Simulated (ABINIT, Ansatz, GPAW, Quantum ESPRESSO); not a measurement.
Co: programs and potentials compared

```
CELL_PARAMETERS angstrom
2.48736 0.00000 0.00000
-1.24368 2.15412 0.00000
0.00000 0.00000 25.07809
ATOMIC_POSITIONS crystal
Co 0.66667 0.33333 0.29907
Co 0.33333 0.66667 0.37688
Co 0.66667 0.33333 0.46109
Co 0.33333 0.66667 0.53891
Co 0.66667 0.33333 0.62312
Co 0.33333 0.66667 0.70093
```

Alike in all runs: functional PBE; k mesh 12 × 12 × 1; occupations fermi-dirac, width 0.05 eV; collinear spin, ferromagnetic start; no spin-orbit coupling.

| program and potentials | plane-wave cutoff (eV) | notes | band gap (eV) | net moment per atom (μB) | largest force (eV/Å) |
| --- | --- | --- | --- | --- | --- |
| Ansatz, Ansatz PAW | 420 | 17 valence electrons an atom on average | no gap | 1.67 | 0.402 |
| Quantum ESPRESSO, PseudoDojo 0.4.1 SR PBE standard | 1306 | 17 valence electrons an atom on average | no gap | 1.69 | 0.410 |
| GPAW, GPAW PAW data sets (gpaw-data 1.2.1) | 450 | 9 valence electrons an atom on average | no gap | 1.67 | 0.458 |
| ABINIT, JTH PAW PBE v2.0 | 707 | 17 valence electrons an atom on average | ? | ? | ? |

Task: Estimate from the other rows what the run with ABINIT, JTH PAW PBE v2.0 gave.

Result: No band gap; net moment per atom 1.67 μB; largest force 0.414 eV/Å. The other rows, which needn't bracket it: net moment per atom 1.67 to 1.69; largest force 0.402 to 0.458.
